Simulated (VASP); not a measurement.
TiO2 (Rutile):

```
Ti O
1.0
     4.59220    0.00000    0.00000
     0.00000    4.59220    0.00000
     0.00000    0.00000    2.95740
Ti O
2 4
Direct
  0.00000 0.00000 0.00000
  0.50000 0.50000 0.50000
  0.30496 0.30496 0.00000
  0.19504 0.80496 0.50000
  0.69504 0.69504 0.00000
  0.80496 0.19504 0.50000
```

| Item | Value |
| --- | --- |
| Program | VASP 6.6.1 |
| Task | relaxation of cell and atoms |
| Functional | LDA |
| Potentials or basis | VASP PAW LDA potentials, release 64 (Ti_sv, O) |
| Cutoff | 600 eV |
| k mesh | 7 × 7 × 10 |
| Occupations | fermi-dirac, width 0.05 eV |
| Spin | no spin polarisation |

At the start: pressure -7.0 GPa; volume 10.39 Å³/atom.

Where does the relaxation end?

Over 6 steps the energy falls by 7.1 meV/atom and the volume is 10.09 Å³/atom (-3.0 %); space group P4_2/mnm (No. 136, to 0.05 Å).

Step by step:
```tsv
step	energy change (eV)	largest force (eV/Å)	pressure (GPa)	volume (Å³)
1	0.0000	0.0013	-7.04	62.37
2	0.0412	0.3945	11.28	58.33
3	-0.0402	0.1497	-0.09	60.66
4	-0.0402	0.1529	0.05	60.62
5	-0.0424	0.0154	0.07	60.53
6	-0.0424	0.0007	0.07	60.52
```

Final structure:
```
Ti O
1.0
     4.55154    0.00000    0.00000
     0.00000    4.55154    0.00000
     0.00000    0.00000    2.92143
Ti O
2 4
Cartesian
  4.5515 0.0000 0.0000
  2.2758 2.2758 1.4607
  1.3829 1.3829 0.0000
  0.8929 3.6587 1.4607
  3.1686 3.1686 0.0000
  3.6587 0.8929 1.4607
```
